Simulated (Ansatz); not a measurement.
C: how the phase sets the permittivity

Plane-wave DFT in Ansatz, PBEsol, scalar-relativistic PAW potentials, cutoff 420 eV, no spin-orbit coupling; no spin polarisation. Each structure of C was relaxed within its symmetry; other phases aren't compared here. ε∞ and ε0 (at fixed strain) come from linear response and are means of the diagonal. P6_3/mmc is hexagonal diamond here, four-fold bonded like Fd-3m.

```tsv
space group	atoms in cell	V (Å³/atom)	gap on mesh (eV)	ε∞	lowest optical mode at Γ (cm⁻¹)
Fd-3m	2	5.61	4.07	5.87	1306
P6_3/mmc	4	5.63	3.05	5.78	523
```

Task: Order them by energy. Which have a polar axis, which are stable at Γ, and what static permittivity does each have?

Result: Fd-3m 0 meV/atom, no unique polar axis, stable at Γ, ε0 = 5.9; P6_3/mmc 24 meV/atom, no unique polar axis, stable at Γ, ε0 = 5.8. The mean ε0 hardly changes. No optical mode carries a dipole, so ε0 equals ε∞. Stability at Γ doesn't rule out soft modes elsewhere in the zone; Kohn–Sham gaps are too small and ε∞ as a rule too large. In thin films and nanowires, surface energy, strain and dopants can hold a phase that lies tens of meV per atom above the lowest. Meshes differ between cells, which leaves about 2 meV/atom open.

Cost: about 5.4 core-minutes for the runs cited, on Intel Xeon Platinum 8488C (Sapphire Rapids), Arm Neoverse V2 (shared hosts).